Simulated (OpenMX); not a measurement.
# SnO under changes of volume

One of the cells (17.769 Å³/atom); the others are scaled copies at fixed shape and fractional positions:

```
Sn O
1.0
     3.81370    0.00000    0.00000
     0.00000    3.81370    0.00000
     0.00000    0.00000    4.88691
Sn O
2 2
Direct
  0.50000 0.00000 0.76463
  0.00000 0.50000 0.23537
  0.00000 0.00000 0.00000
  0.50000 0.50000 0.00000
```

The cell is a database's computed one.

| Item | Value |
| --- | --- |
| Program | OpenMX 3.8.5 |
| Functional | LDA |
| Potentials or basis | OpenMX 2013 LDA set, Sn7.0-s3p2d2, O6.0-s2p2d1, fixed grid of 50 × 50 × 64 points |
| k mesh | 7 × 7 × 7 |
| Occupations | fermi-dirac, width 0.05 eV |
| Spin | no spin polarisation |

```csv
volume (Å³/atom),energy over the lowest point (meV/atom),gap on the mesh (eV),largest force (eV/Å)
16.703,31.73,0.15,1.623
17.058,15.69,0.23,1.305
17.414,5.37,0.30,0.965
17.769,?,?,?
18.125,0.00,0.44,0.403
18.480,3.89,0.50,0.134
18.835,11.41,0.56,0.136
```

Question: What does the run at 17.769 Å³/atom give?

Answer: Energy over the lowest point 0.30 meV/atom; gap on the mesh 0.37 eV; largest force 0.662 eV/Å.

Worked out: A Birch-Murnaghan fit of order 3 (a polynomial in V^(-2/3)) to the other rows has its minimum at 17.97 Å³/atom with B0 = V·E''(V) = 100 GPa and B' = 4.6 at fixed shape and positions, which overstates the stiffness. It gives 0.37 meV/atom at 17.769 Å³/atom, against the run's 0.30. A straight line through the other rows of the gap, of slope 3.41 eV per unit of ln V, gives 0.37 eV, against the run's 0.37.

Energies are extrapolated to zero smearing.

Caveats: the basis has few d functions beyond the semicore shells, which can make volumes several per cent too large; spin-orbit coupling is left out, which moves the levels of the heavy elements; an odd mesh through Γ misses points on the zone boundary, where band edges often lie; the basis of atomic orbitals isn't converged, which shifts pressures, moduli and gaps; forces of over 1 eV/Å show positions far from the minimum, so gaps and moduli don't describe the material at rest (some runs).
